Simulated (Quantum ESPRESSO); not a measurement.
C:

```xyz
2
Lattice="0.0000 1.7834 1.7834 1.7834 0.0000 1.7834 1.7834 1.7834 0.0000" Properties=species:S:1:pos:R:3 pbc="T T T"
C     2.6751    2.6751    2.6751
C     1.7834    1.7834    1.7834
```

This isn't the form of C at room conditions, which is graphite.

Base run:

- Program: Quantum ESPRESSO 7.5
- Functional: BLYP
- Potentials or basis: PseudoDojo 0.4.1 SR PBE standard
- Cutoff: 1116 eV
- Density cutoff: 4463 eV
- k mesh: 14 × 14 × 14, shifted
- Occupations: fermi-dirac, width 0.05 eV
- Spin: no spin polarisation

Its results: pressure 16.2 GPa; electronic dielectric tensor (diagonal) 5.69.

Task: After a change of settings the same cell gave: pressure -5.5 GPa; electronic dielectric tensor (diagonal) 5.82. Which change was it?
A. functional from BLYP to AM05
B. functional from BLYP to PBE
C. functional from BLYP to LDA; potentials or basis from PseudoDojo 0.4.1 SR PBE standard to PseudoDojo 0.4.1 SR LDA standard
D. functional from BLYP to PBEsol; potentials or basis from PseudoDojo 0.4.1 SR PBE standard to PseudoDojo 0.4.1 SR PBEsol standard

Result: A.

AM05 binds more tightly than BLYP, so the same cell stands under less pressure.

Caveats: the potentials were made for another functional, which shifts forces and pressure; the cell is more than 3 GPa from zero pressure, which shifts response properties.
